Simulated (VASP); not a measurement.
BP, 2 atoms in the cell. Symmetry: F-43m, No. 216, cubic system. The conventional cell has a = 4.888 Å, b = 4.888 Å, c = 4.888 Å, α = 90.00°, β = 90.00°, γ = 90.00°. P (site symmetry -43m) is surrounded by 4 B at 2.12 Å. B (site symmetry -43m) is surrounded by 4 P at 2.12 Å.  The cell isn't the ideal one: volume scaled by 1.25.

| Property | Result |
| --- | --- |
| Program | VASP 6.6.1 |
| Task | band structure |
| Functional | optB88-vdW |
| Potentials or basis | VASP PAW PBE potentials, release 64 (P_GW, B_GW) |
| Cutoff | 600 eV |
| k mesh | 7 × 7 × 7 |
| Occupations | fermi-dirac, width 0.1 eV |
| Spin | non-collinear spin, ferromagnetic start |
| Starting moments | [[0.289, 0.289, 0.289], [0.0, 0.0, 0.0]] μB |
| Further INCAR settings | ALGO = Fast; EDIFF = 1e-06 |

Potentials or basis: VASP PAW PBE potentials, release 64 (P_GW, B_GW).

Command:

```sh
$ cat potpaw_PBE.64/P_GW/POTCAR potpaw_PBE.64/B_GW/POTCAR > POTCAR
$ cp INCAR.step1 INCAR
$ cp KPOINTS.step1 KPOINTS
$ mpirun -np 1 vasp_ncl > vasp.out
$ cp INCAR.step2 INCAR
$ cp KPOINTS.step2 KPOINTS
$ mpirun -np 1 vasp_ncl > vasp.out
```

Hardware: 1 thread of Intel(R) Xeon(R) Platinum 8488C (Sapphire Rapids), on a shared host.

Question: Estimate the wall time of this run.

Answer: Wall time 5.5 min on 1 thread of Intel(R) Xeon(R) Platinum 8488C (Sapphire Rapids), on a shared host, peak memory 0.52 GiB. Counts: scf iterations 9, k points 100.
